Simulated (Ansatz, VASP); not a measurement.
**Two plane-wave programs on WC**

Contents of INCAR:

```
ALGO = Normal ; EDIFF = 1E-7
ENCUT = 520 ; GGA = PS
ISIF = 2 ; ISMEAR = 0
LASPH = True ; LCHARG = False
LREAL = False ; LWAVE = False
NBANDS = 16 ; NELM = 100
PREC = Accurate ; SIGMA = 0.1
```

Contents of KPOINTS:

```
k-points
0
Gamma
  18 18 14
```

File POSCAR:

```
WC
1.0
    2.8928731172      0.0000000000      0.0000000000
   -1.4464365586      2.5053016095      0.0000000000
    0.0000000000      0.0000000000      2.9064297300
W C
1 1
Direct
    0.0000000000      0.0000000000      0.0000000000
    0.6666666667      0.3333333333      0.5000000000
```

Input for Ansatz:

```yaml
crystal:
  lattice:
    - [2.8928731172, 0.0, 0.0]
    - [-1.4464365586, 2.5053016095, 0.0]
    - [0.0, 0.0, 2.90642973]
  atoms:
    - { symbol: W, position: [0.0, 0.0, 0.0] }
    - { symbol: C, position: [0.6666666667, 0.3333333333, 0.5] }
basis:
  ecutwfc: 420
kpoints:
  mp_grid: { grid: [18, 18, 14] }
hamiltonian:
  xc: pbesol
scf:
  occupations: { method: gaussian, width: 0.1 }
output:
  forces: true
  stress: true
  eigenvalues: true
```

Alike in both runs: task single point; functional PBEsol; k mesh 18 × 18 × 14; occupations gaussian, width 0.1 eV; no spin polarisation.

|  | VASP | Ansatz |
| --- | --- | --- |
| version | VASP 6.6.1 | Ansatz 0.2.0 |
| potentials or method | VASP PAW PBE potentials, release 64 (W_sv, C) | scalar-relativistic, plane waves, PAW |
| plane-wave cutoff (eV) | 520 | 420 |
| valence electrons in the cell | 18 | 18 |

Ansatz gave:

```
gap on the k mesh at the Fermi level (eV)       : none
pressure (GPa)                                  : -10.2
largest component of the traceless stress (GPa) : 14.62
```

Problem. Estimate VASP's values.

Solution. gap on the k mesh at the Fermi level (eV): none; pressure (GPa): -9.0; largest component of the traceless stress (GPa): 14.45.

A gap of «none» marks a metal or a gap that the smearing closes. The functional is the same, so the differences come from potentials, cutoffs and numerics.

Caveats: the PAW data sets were made with another functional, which shifts forces and pressure a little (VASP). The runs have no spin-orbit coupling, so splittings on W are missing.
